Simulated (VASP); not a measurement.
# Re (Fm-3m) in VASP: notebook, part 2 of 2

VASP 6.6.1. The steps go on from the part before.

## Step 3: Relaxation of the atoms, PBEsol+D4+U (cell strained at random at fixed volume)

File INCAR:

```
ALGO = Normal ; EDIFF = 1E-6
EDIFFG = -0.01 ; ENCUT = 520
GGA = PS ; IBRION = 2
ISIF = 2 ; ISMEAR = -1
IVDW = 13 ; LASPH = True
LCHARG = False ; LDAU = True
LDAUJ = 0 ; LDAUL = 2
LDAUPRINT = 1 ; LDAUTYPE = 2
LDAUU = 2 ; LMAXMIX = 4
LREAL = False ; LWAVE = False
NELM = 100 ; NSW = 40
PREC = Accurate ; SIGMA = 0.02
```

File Re.cif:

```cif
data_Re
_cell_length_a 2.73378579
_cell_length_b 2.78417504
_cell_length_c 2.80050082
_cell_angle_alpha 91.21903429
_cell_angle_beta 118.90436486
_cell_angle_gamma 118.89606905
_space_group_name_H-M_alt 'P-1'
_space_group_name_Hall '-P 1'
_space_group_IT_number 2
loop_
_space_group_symop_operation_xyz
'x,y,z'
'-x,-y,-z'
loop_
_atom_site_label
_atom_site_type_symbol
_atom_site_symmetry_multiplicity
_atom_site_Wyckoff_symbol
_atom_site_fract_x
_atom_site_fract_y
_atom_site_fract_z
_atom_site_occupancy
Re1 Re 1 a 0.0000000000 0.0000000000 0.0000000000 1
```

File KPOINTS:

```
k-points
0
Gamma
  13 11 11
```

File POSCAR:

```
Re
 1.0000000000000000
     2.7337857900000002    0.0000000000000000    0.0000000000000000
    -1.3453755171859267    2.4375387937663069    0.0000000000000000
    -1.3536194830453356   -0.8151689870881099    2.3121458994688235
 Re 
   1
Cartesian
  0.0000000000000000  0.0000000000000000  0.0000000000000000
```

Potentials or basis: VASP PAW PBE potentials, release 54 (Re).

Launch:

```console
$ ase convert -i cif -o vasp Re.cif POSCAR
$ cat potpaw_PBE.54/Re/POTCAR > POTCAR
$ mpirun -np 1 vasp_std > vasp.out
```

OUTCAR:

```text
EDIFF = 1E-6
   EDIFFG = -0.01
   ENCUT = 520
   GGA = PS
   IBRION = 2
   ISIF = 2
   ISMEAR = -1
   IVDW = 13
   LASPH = True
   LREAL = False
   NELM = 100
   NSW = 40
   PREC = Accurate

 ion  position               nearest neighbor table
   1  0.000  0.000  0.000-

  LATTYP: Found a triclinic cell.
 ALAT       =     2.8052234237
 B/A-ratio  =     1.4226188256
 C/A-ratio  =     0.9745340663
 COS(alpha) =     0.0020657615
 COS(beta)  =     0.4949375016
 COS(gamma) =     0.7092504676

  Lattice vectors:

 A1 = (  -1.3884102728,  -2.4375387938,   0.0000000000)
 A2 = (  -0.0082439659,  -3.2527077809,   2.3121458995)
 A3 = (  -2.7337857900,   0.0000000000,   0.0000000000)

Analysis of symmetry for initial positions (statically):
=====================================================================
 Subroutine PRICEL returns:
 Original cell was already a primitive cell.

 Routine SETGRP: Setting up the symmetry group for a
 triclinic supercell.

 Subroutine GETGRP returns: Found  2 space group operations
 (whereof  2 operations were pure point group operations)
 out of a pool of  2 trial point group operations.

[... 213 lines left out ...]
 fundamental gap:      0.0125053369
 Fermi energy:         7.5207486605

 k-point     1 :       0.0000    0.0000    0.0000
  band No.  band energies     occupation
      1      -2.4141      2.00000
      2       5.3224      2.00000
      3       5.4258      2.00000
      4       5.9825      2.00000
      5       8.5969      0.00000
      6       8.9545      0.00000
      7      21.3349      0.00000
[... 221 lines left out ...]
 k-point    24 :       0.2308    0.1818    0.0000
  band No.  band energies     occupation
      1       1.8369      2.00000
      2       3.3354      2.00000
      3       5.4133      2.00000
      4       7.6506      0.00303
      5      10.7364      0.00000
      6      10.9532      0.00000
      7      19.6305      0.00000

 [... further k-points ...]

------------------------ aborting loop because EDIFF is reached ----------------------------------------

  DFT-D4 for vdW energy calculation

  Edisp (eV):   -0.39465

  FORCE on cell =-STRESS in cart. coord.  units (eV):
  Direction    XX          YY          ZZ          XY          YZ          ZX
  --------------------------------------------------------------------------------------
  -------------------------------------------------------------------------------------
  Total      -1.40887    -2.32433    -2.57374    -0.16746     0.02938    -0.12324
  in kB    -146.50377  -241.70006  -267.63607   -17.41386     3.05527   -12.81549
  external pressure =     -218.61 kB  Pullay stress =        0.00 kB

 VOLUME and BASIS-vectors are now :
 -----------------------------------------------------------------------------
  energy-cutoff  :      520.00
  volume of cell :       15.41
      direct lattice vectors                 reciprocal lattice vectors
     2.733785790  0.000000000  0.000000000     0.365793108  0.201895901  0.285329725
    -1.345375517  2.437538794  0.000000000     0.000000000  0.410249881  0.144637490
    -1.353619483 -0.815168987  2.312145899     0.000000000  0.000000000  0.432498659

 POSITION                                       TOTAL-FORCE (eV/Angst)
 -----------------------------------------------------------------------------------
      0.00000      0.00000      0.00000        -0.000000     -0.000000      0.000000
 -----------------------------------------------------------------------------------
    total drift:                               -0.000000     -0.000000     -0.000000

  FREE ENERGIE OF THE ION-ELECTRON SYSTEM (eV)
  ---------------------------------------------------
  free  energy   TOTEN  =       -11.1568594590 eV

  energy  without entropy=      -11.1558418882  energy(sigma->0) =      -11.15635067

 reached required accuracy - stopping structural energy minimisation
```

OSZICAR:

```text
N       E                     dE             d eps       ncg     rms          rms(c)
DAV:   1     0.337995803217E+01    0.33800E+01   -0.34738E+03 17892   0.109E+03
DAV:   2    -0.109862573453E+02   -0.14366E+02   -0.13769E+02 11641   0.103E+02
DAV:   3    -0.115504210781E+02   -0.56416E+00   -0.55704E+00 19768   0.253E+01
DAV:   4    -0.115513128211E+02   -0.89174E-03   -0.89169E-03 12019   0.989E-01
DAV:   5    -0.115513278069E+02   -0.14986E-04   -0.14986E-04 21007   0.220E-01    0.275E+01
DAV:   6    -0.109502506687E+02    0.60108E+00   -0.70994E-01 18774   0.306E+01    0.987E+00
DAV:   7    -0.107672228368E+02    0.18303E+00   -0.43733E-01 18746   0.225E+01    0.117E+00
DAV:   8    -0.107613600618E+02    0.58628E-02   -0.12396E-02 16884   0.337E+00    0.626E-01
DAV:   9    -0.107616451275E+02   -0.28507E-03   -0.85955E-04 16324   0.130E+00    0.536E-01
DAV:  10    -0.109119447025E+02   -0.15030E+00   -0.14670E+00 11242   0.325E+00    0.523E-02
DAV:  11    -0.107622035627E+02    0.14974E+00   -0.14807E+00 16142   0.319E-01    0.327E-02
DAV:  12    -0.107622046183E+02   -0.10556E-05   -0.21366E-06 10402   0.568E-02    0.282E-02
DAV:  13    -0.107622048456E+02   -0.22731E-06   -0.41460E-07  6797   0.215E-02
   1 F= -.11156859E+02 E0= -.11156351E+02  d E =-.111569E+02
```

Run time: 52 s. Hardware: 1 thread of Intel Xeon Platinum 8488C (Sapphire Rapids), shared host; peak memory 0.22 GiB.

Results:

| Quantity | Value |
| --- | --- |
| Free energy | -11.1569 eV |
| Pressure after relaxing | -21.9 GPa |
| Band gap on the k mesh | none (metal or under the smearing width) |
| Dispersion energy per atom | -0.395 eV |

Stress tensor (GPa, compression positive):
```
-14.65  -1.74  -1.28
 -1.74 -24.17   0.31
 -1.28   0.31 -26.76
```

Final structure:
```
Re
1.0
     2.73379    0.00000    0.00000
    -1.34538    2.43754    0.00000
    -1.35362   -0.81517    2.31215
Re
1
Direct
  0.00000 0.00000 0.00000
```

Levels at points of the mesh, in eV from the Fermi level:
```csv
k point,band 1,band 2,band 3,band 4,band 5,band 6,band 7
"(0.00, 0.00, 0.00)",-9.93,-2.20,-2.09,-1.54,1.08,1.43,13.81
```

Eigenvalues of the final occupation matrices:
```
    site  spin  trace               eigenvalues
site 1 d     1   2.40  0.41 0.42 0.52 0.52 0.53
site 1 d     2   2.40  0.41 0.42 0.52 0.52 0.53
```

Caveat: the relaxation stopped at its first step, so nothing moved; the PAW data sets were made with another functional, which shifts forces and pressure a little; U without spin polarisation on a metal has little footing; pairwise dispersion overbinds metals, which lowers pressure and volume; the U is typed as a test and isn't derived for this compound. The run has no spin-orbit coupling, so splittings on Re are missing.
